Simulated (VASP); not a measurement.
# BAs (F-43m) in VASP: notebook, part 3 of 3

VASP 6.6.1. Earlier steps stand in the parts before.

**5. Band structure, PBEsol**

POSCAR reads:

```
BAs
1.0
    0.0000000000      2.3885000000      2.3885000000
    2.3885000000      0.0000000000      2.3885000000
    2.3885000000      2.3885000000      0.0000000000
As B
1 1
Direct
    0.7500000000      0.7500000000      0.7500000000
    0.0000000000      0.0000000000      0.0000000000
```

INCAR.step1 reads:

```
SYSTEM = BAs
ALGO = Normal ; EDIFF = 1E-7
ENCUT = 520 ; GGA = PS
ISIF = 2 ; ISMEAR = -1
LASPH = .TRUE. ; LCHARG = .TRUE.
LREAL = .FALSE. ; LWAVE = .FALSE.
NELM = 80 ; PREC = Accurate
SIGMA = 0.05
```

KPOINTS.step1 reads:

```
k-points
0
G
  10 10 10
  0 0 0
```

INCAR.step2 reads:

```
SYSTEM = BAs
ALGO = Normal ; EDIFF = 1E-7
ENCUT = 520 ; GGA = PS
ICHARG = 11 ; ISIF = 2
ISMEAR = 0 ; LASPH = .TRUE.
LCHARG = .FALSE. ; LREAL = .FALSE.
LWAVE = .FALSE. ; NELM = 80
PREC = Accurate ; SIGMA = 0.05
```

KPOINTS.step2 reads:

```
path GXWKGLUWLK,UX
10
line-mode
reciprocal
 0.0000000000  0.0000000000  0.0000000000  G
 0.5000000000  0.0000000000  0.5000000000  X

 0.5000000000  0.0000000000  0.5000000000  X
 0.5000000000  0.2500000000  0.7500000000  W

 0.5000000000  0.2500000000  0.7500000000  W
 0.3750000000  0.3750000000  0.7500000000  K

 0.3750000000  0.3750000000  0.7500000000  K
 0.0000000000  0.0000000000  0.0000000000  G

 0.0000000000  0.0000000000  0.0000000000  G
 0.5000000000  0.5000000000  0.5000000000  L

 0.5000000000  0.5000000000  0.5000000000  L
 0.6250000000  0.2500000000  0.6250000000  U

 0.6250000000  0.2500000000  0.6250000000  U
 0.5000000000  0.2500000000  0.7500000000  W

 0.5000000000  0.2500000000  0.7500000000  W
 0.5000000000  0.5000000000  0.5000000000  L

 0.5000000000  0.5000000000  0.5000000000  L
 0.3750000000  0.3750000000  0.7500000000  K

 0.6250000000  0.2500000000  0.6250000000  U
 0.5000000000  0.0000000000  0.5000000000  X
```

Potentials or basis: VASP PAW PBE potentials, release 64 (As, B).

Started as:

```sh
> cat potpaw_PBE.64/As/POTCAR potpaw_PBE.64/B/POTCAR > POTCAR
> cp INCAR.step1 INCAR
> cp KPOINTS.step1 KPOINTS
> mpirun -np 1 vasp_std > vasp.out
> cp INCAR.step2 INCAR
> cp KPOINTS.step2 KPOINTS
> mpirun -np 1 vasp_std > vasp.out
```

OUTCAR:

```text
SYSTEM = BAs
   EDIFF = 1E-7
   ENCUT = 520
   GGA = PS
   ICHARG = 11
   ISIF = 2
   ISMEAR = 0
   LASPH = .TRUE.
   LREAL = .FALSE.
   NELM = 80
   PREC = Accurate

 ion  position               nearest neighbor table
   1  0.750  0.750  0.750-   2 2.07   2 2.07   2 2.07   2 2.07
   2  0.000  0.000  0.000-   1 2.07   1 2.07   1 2.07   1 2.07

  LATTYP: Found a face centered cubic cell.
 ALAT       =     4.7770000000

  Lattice vectors:

 A1 = (   0.0000000000,   2.3885000000,   2.3885000000)
 A2 = (   2.3885000000,   0.0000000000,   2.3885000000)
 A3 = (   2.3885000000,   2.3885000000,   0.0000000000)

Analysis of symmetry for initial positions (statically):
=====================================================================
 Subroutine PRICEL returns:
 Original cell was already a primitive cell.

 Routine SETGRP: Setting up the symmetry group for a
 face centered cubic supercell.

 Subroutine GETGRP returns: Found 24 space group operations
 (whereof 24 operations were pure point group operations)
 out of a pool of 48 trial point group operations.
[... 180 lines left out ...]
  free energy    TOTEN  =       -12.47752417 eV

  energy without entropy =      -12.47752417  energy(sigma->0) =      -12.47752417

 E-fermi :   6.2668     XC(G=0): -10.7310

 val. band max:        6.0454167692   @ k =   0.0000   0.0000   0.0000
 cond. band min:       7.1226978218   @ k =   0.3889   0.0000   0.3889
 fundamental gap:      1.0772810526
 Fermi energy:         6.2667672741

 k-point     1 :       0.0000    0.0000    0.0000
  band No.  band energies     occupation
      1      -9.3934      2.00000
      2       6.0454      2.00000
      3       6.0454      2.00000
      4       6.0454      2.00000
      5       9.2815      0.00000
      6       9.2815      0.00000
      7       9.2815      0.00000
      8      10.7254      0.00000
[... 419 lines left out ...]
 k-point    40 :       0.0000    0.0000    0.0000
  band No.  band energies     occupation
      1      -9.3934      2.00000
      2       6.0454      2.00000
      3       6.0454      2.00000
      4       6.0454      2.00000
      5       9.2815      0.00000
      6       9.2815      0.00000
      7       9.2815      0.00000
      8      10.7254      0.00000

 [... further k-points ...]
[... 5 lines left out ...]
  --------------------------------------------------------------------------------------
  -------------------------------------------------------------------------------------
  Total       -0.4275482     -0.4275482     -0.4275482     -0.0000000      0.0000000     -0.0000000
  in kB      -25.1356370    -25.1356370    -25.1356370     -0.0000000      0.0000000     -0.0000000
  external PRESSURE =     -25.1356370 kB  Pullay stress =       0.0000000 kB

 VOLUME and BASIS-vectors are now :
 -----------------------------------------------------------------------------
  energy-cutoff  :      520.00
  volume of cell :       27.25
      direct lattice vectors                 reciprocal lattice vectors
     0.000000000  2.388500000  2.388500000    -0.209336404  0.209336404  0.209336404
     2.388500000  0.000000000  2.388500000     0.209336404 -0.209336404  0.209336404
     2.388500000  2.388500000  0.000000000     0.209336404  0.209336404 -0.209336404

 POSITION                                       TOTAL-FORCE (eV/Angst)
 -----------------------------------------------------------------------------------
      3.58275      3.58275      3.58275        -0.000000     -0.000000     -0.000000
      0.00000      0.00000      0.00000         0.000000      0.000000      0.000000
 -----------------------------------------------------------------------------------
    total drift:                                0.000000      0.000000      0.000000

  FREE ENERGIE OF THE ION-ELECTRON SYSTEM (eV)
  ---------------------------------------------------
  free  energy   TOTEN  =       -12.4775241703 eV

  energy  without entropy=      -12.4775241703  energy(sigma->0) =      -12.47752417
```

OUTCAR.step1:

```text
SYSTEM = BAs
   EDIFF = 1E-7
   ENCUT = 520
   GGA = PS
   ISIF = 2
   ISMEAR = -1
   LASPH = .TRUE.
[... 684 lines left out ...]
      3.58275      3.58275      3.58275         0.000000      0.000000      0.000000
      0.00000      0.00000      0.00000        -0.000000     -0.000000     -0.000000
 -----------------------------------------------------------------------------------
    total drift:                                0.000000      0.000000      0.000000

  FREE ENERGIE OF THE ION-ELECTRON SYSTEM (eV)
  ---------------------------------------------------
  free  energy   TOTEN  =       -12.2038808933 eV

  energy  without entropy=      -12.2038806750  energy(sigma->0) =      -12.20388078
```

Wall time 24 s (1 thread of Intel Xeon Platinum 8488C (Sapphire Rapids), shared host); peak memory 0.16 GiB.

Results:

```yaml
Band_gap_on_the_k_mesh: 1.08 eV, indirect (least direct gap 3.24 eV)
Band_gap_along_the_path: 1.08 eV, indirect (least direct gap 3.24 eV)
```

Levels at the corners of the path, in eV from the valence-band top:
```tsv
point	band 2	band 3	band 4	band 5	band 6	band 7
Γ	0.00	0.00	0.00	3.24	3.24	3.24
X	-8.53	-4.11	-4.11	1.31	1.34	11.34
X	-8.53	-4.11	-4.11	1.31	1.34	11.34
W	-8.05	-5.55	-5.26	5.16	5.90	6.67
W	-8.05	-5.55	-5.26	5.16	5.90	6.67
K	-8.15	-6.02	-3.51	1.94	5.47	9.18
K	-8.15	-6.02	-3.51	1.94	5.47	9.18
Γ	0.00	0.00	0.00	3.24	3.24	3.24
Γ	0.00	0.00	0.00	3.24	3.24	3.24
L	-8.83	-1.83	-1.83	2.65	4.72	4.72
L	-8.83	-1.83	-1.83	2.65	4.72	4.72
U	-8.15	-6.02	-3.51	1.94	5.47	9.18
U	-8.15	-6.02	-3.51	1.94	5.47	9.18
W	-8.05	-5.55	-5.26	5.16	5.90	6.67
W	-8.05	-5.55	-5.26	5.16	5.90	6.67
L	-8.83	-1.83	-1.83	2.65	4.72	4.72
L	-8.83	-1.83	-1.83	2.65	4.72	4.72
K	-8.15	-6.02	-3.51	1.94	5.47	9.18
U	-8.15	-6.02	-3.51	1.94	5.47	9.18
X	-8.53	-4.11	-4.11	1.31	1.34	11.34
```

Caveat: the log is that of the step along the path at fixed density, whose energy, stress, charges and moments have no meaning; the PAW data sets were made with another functional, which shifts forces and pressure a little. PBEsol gaps usually lie below the measured ones, often by a third to a half.

**6. Relaxation of cell and atoms, PBE-EpsX**

POSCAR is that of step 5.

INCAR.step1 reads:

```
SYSTEM = BAs
ALGO = Normal
EDIFF = 1E-8
ENCUT = 600
GGA = PE
ISMEAR = -1
LASPH = .True.
LCHARG = .False.
LEPSILON = .True.
LREAL = .False.
LWAVE = .False.
NELM = 60
PREC = Accurate
SIGMA = 0.05
```

KPOINTS.step1 reads:

```
Automatic mesh
0
G
  10 10 10
  0 0 0
```

INCAR.step2 reads:

```
SYSTEM = BAs
ALGO = Normal
EDIFF = 1E-5
ENCUT = 600
GGA = PE
ISMEAR = -1
LASPH = .True.
LCHARG = .False.
LREAL = .False.
LWAVE = .True.
NELM = 60
PREC = Accurate
SIGMA = 0.05
```

KPOINTS.step2 reads:

```
k-points
0
Gamma
  5 5 5
  0 0 0
```

INCAR.step3 reads:

```
SYSTEM = BAs
AEXX = 0.1013
ALGO = Normal
EDIFF = 1E-6
EDIFFG = -0.01
ENCUT = 600
GGA = PE
IBRION = 2
ISIF = 3
ISMEAR = -1
ISTART = 1
LASPH = .True.
LCHARG = .False.
LHFCALC = .True.
LREAL = .False.
LWAVE = .False.
NELM = 60
NSW = 40
PREC = Accurate
PRECFOCK = Fast
SIGMA = 0.05
```

KPOINTS.step3 reads:

```
k-points
0
Gamma
  5 5 5
  0 0 0
```

Potentials or basis: VASP PAW PBE potentials, release 64 (As, B).

Started as:

```sh
> cat potpaw_PBE.64/As/POTCAR potpaw_PBE.64/B/POTCAR > POTCAR
> cp INCAR.step1 INCAR
> cp KPOINTS.step1 KPOINTS
> mpirun -np 1 vasp_std > vasp.out
> cp INCAR.step2 INCAR
> cp KPOINTS.step2 KPOINTS
> mpirun -np 1 vasp_std > vasp.out
> cp INCAR.step3 INCAR
> cp KPOINTS.step3 KPOINTS
> mpirun -np 1 vasp_std > vasp.out
```

Wall time 4.3 min (1 thread of Intel Xeon Platinum 8488C (Sapphire Rapids), shared host); peak memory 0.26 GiB.

Results (log left out):

```
Free energy                            : -12.4759 eV
Relaxed volume                         : 13.80 Å³/atom
Relaxed cell                           : a = 3.393 Å, b = 3.393 Å, c = 3.393 Å, α = 60.00°, β = 60.00°, γ = 60.00°
Space group after relaxing (to 0.05 Å) : F-43m (No. 216)
Energy gained by relaxing              : 1.0 meV/atom
Ionic steps                            : 3
Pressure after relaxing                : 0.0 GPa
Band gap on the k mesh                 : 1.74 eV, indirect (least direct gap 3.88 eV)
```

Step by step:
```tsv
step	energy change (eV)	largest force (eV/Å)	pressure (GPa)	volume (Å³)
1	0.0000	0.0000	1.84	27.25
2	-0.0009	0.0000	-1.29	27.88
3	-0.0020	0.0000	-0.01	27.61
```

Final structure:
```
CELL_PARAMETERS angstrom
0.00000 2.39888 2.39888
2.39888 0.00000 2.39888
2.39888 2.39888 0.00000
ATOMIC_POSITIONS crystal
As 0.75000 0.75000 0.75000
B 0.00000 0.00000 0.00000
```

Levels at points of the mesh, in eV from the valence-band top:
| k point | band 2 | band 3 | band 4 | band 5 | band 6 | band 7 |
| --- | --- | --- | --- | --- | --- | --- |
| (0.00, 0.00, 0.00) | 0.00 | 0.00 | 0.00 | 3.88 | 3.88 | 3.88 |

Caveat: the k mesh is coarse (spacing up to 0.46 Å⁻¹), so the values aren't converged, least of all with exact exchange; the PAW data sets were made with another functional, which shifts forces and pressure a little; an odd mesh through Γ misses points on the zone boundary, where band edges often lie. Zero-point motion and thermal expansion aren't in these numbers.

**7. The runs side by side**

```tsv
task	level	potentials or basis	spin	cell	k mesh	cutoff (eV)	grid for exact exchange (PRECFOCK)	exchange at q = 0	share of exact exchange	mesh quality	gap on the mesh (eV)	pressure (GPa)
band structure	PBE	VASP PAW PBE potentials, release 64 (As, B)	SOC, no magnetisation	as given	7 × 7 × 7	520	-	-	-	not flagged	-	3.4
band structure	LDA	VASP PAW LDA potentials, release 64 (As, B)	off	as given	10 × 10 × 10	520	-	-	-	not flagged	1.12	-
band structure	LDA	VASP PAW LDA potentials, release 64 (As, B)	SOC, no magnetisation	as given	7 × 7 × 7	520	-	-	-	not flagged	-	-3.1
band structure	PBEsol	VASP PAW PBE potentials, release 64 (As, B)	off	as given	10 × 10 × 10	520	-	-	-	not flagged	1.08	-
relaxation of cell and atoms	PBE-EpsX	VASP PAW PBE potentials, release 64 (As, B)	off	relaxed	5 × 5 × 5	600	Fast	default	0.1013	coarse	1.74	0.0
```

Alike in all rows: smearing fermi-dirac 0.05 eV.

Caveats: some runs use coarse meshes; the PAW data sets were made with another functional, which shifts forces and pressure a little (some runs); an odd mesh through Γ misses points on the zone boundary, where band edges often lie (some runs).

Total energies depend on the potentials used, so only differences within one code and one set of settings carry meaning.
